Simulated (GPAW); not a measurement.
Crystal: W.

```xyz
1
Lattice="0.0000 2.0300 2.0300 2.0300 0.0000 2.0300 2.0300 2.0300 0.0000" Properties=species:S:1:pos:R:3 pbc="T T T"
W     0.0000    0.0000    0.0000
```

This isn't the form of W at room conditions, which is bcc.

```yaml
Program: GPAW 26.7.0
Task: relaxation of cell and atoms
Functional: r2SCAN
Potentials_or_basis: GPAW PAW data sets (gpaw-data 1.2.1)
Cutoff: 600 eV
Basis: pw
k_mesh: 11 × 11 × 11
Occupations: fermi-dirac, width 0.05 eV
Spin: no spin polarisation
```

At the start: pressure -8.2 GPa; volume 16.73 Å³/atom.

Q: How do energy, volume and symmetry change on relaxing?

A: Over 3 steps the energy falls by 13.2 meV/atom and the volume is 16.25 Å³/atom (-2.9 %); space group Fm-3m (No. 225, to 0.05 Å).

The path:
| step | energy change (eV) | largest force (eV/Å) | pressure (GPa) | volume (Å³) |
| --- | --- | --- | --- | --- |
| 1 | 0.0000 | 0.0000 | -8.18 | 16.73 |
| 2 | -0.0126 | 0.0000 | 2.17 | 16.13 |
| 3 | -0.0132 | 0.0000 | -0.08 | 16.25 |

Final structure:
```cif
data_structure
_symmetry_space_group_name_H-M 'P 1'
_symmetry_Int_Tables_number 1
_cell_length_a 2.8431
_cell_length_b 2.8431
_cell_length_c 2.8431
_cell_angle_alpha 60.000
_cell_angle_beta 60.000
_cell_angle_gamma 60.000
_cell_volume 16.25
loop_
_atom_site_label
_atom_site_type_symbol
_atom_site_fract_x
_atom_site_fract_y
_atom_site_fract_z
_atom_site_occupancy
W1 W 0.00000 0.00000 0.00000 1
```

Caveat: later steps reuse the first step's grids; the PAW data sets were made with another functional, which shifts forces and pressure a little.
